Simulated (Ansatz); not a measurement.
The system is CoO.

```
Co O
1.0
     1.50547    0.86918    2.43993
    -1.50547    0.86918    2.43993
     0.00000   -1.73837    2.43993
Co O
1 1
Direct
  0.00000 0.00000 0.00000
  0.50000 0.50000 0.50000
```

The cell is a database's computed one.

Program: Ansatz 0.2.0. Alike in all runs: task band structure; potentials or basis Ansatz PAW; spin collinear, ferromagnetic start; cell as given; k mesh 11 × 11 × 11; cutoff (eV) 420; smearing fermi-dirac 0.05 eV. Hardware: 2 threads of Arm Neoverse V2, with other jobs on the host.

Task: Order these runs on this cell by their wall time, lowest first.
A. level PBEsol
B. level PBEsol+U; U Co d U = 1 eV; hubbard projectors ortho-atomic (the default); double counting fll (the default)
C. level PBEsol+U; U Co d U = 5 eV; hubbard projectors ortho-atomic (the default); double counting fll (the default)

Result: A (6.7 s), B (41 s), C (120 s).

Caveats: a cell with one magnetic atom can't hold antiferromagnetic order, which such compounds often take; the magnetic or orbital state may not be the lowest (some runs).
